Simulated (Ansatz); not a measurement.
O interstitial in C

Computed with DFT PBE, scalar-relativistic, plane waves, PAW in Ansatz. (420 eV cutoff, 5×5×5 k-mesh, Gaussian smearing of 0.10 eV, no spin polarisation)

Host crystal, relaxed:

```
C
1.0
     1.23326    0.71202    8.57567
    -1.23326    0.71202    8.57567
     0.00000   -1.42404    8.57567
C
4
Direct
  0.91756 0.91756 0.91756
  0.25089 0.25089 0.25089
  0.74911 0.74911 0.74911
  0.08244 0.08244 0.08244
```

Supercell of 28 atoms, rows in host cell vectors: -3 1 2; -1 -2 3; -1 0 2. Atoms relax at the host's cell, keeping the symmetry that the supercell leaves at the site. The cell is small, so energies carry finite-size errors of tenths of an eV. The host's Kohn–Sham gap is 0.07 eV. Atoms are taken from and returned to the elements' standard states.

Defect: O interstitial set at (0.500, 0.500, 0.500) of the host cell. Before relaxation its nearest neighbours are 12 C at 2.59 Å.

```tsv
charge	E_f at the valence band top (eV)	moment (μB)	largest move (Å)	atoms near the site
0	3.68	0.00	0.16	12 C at 2.72 Å
```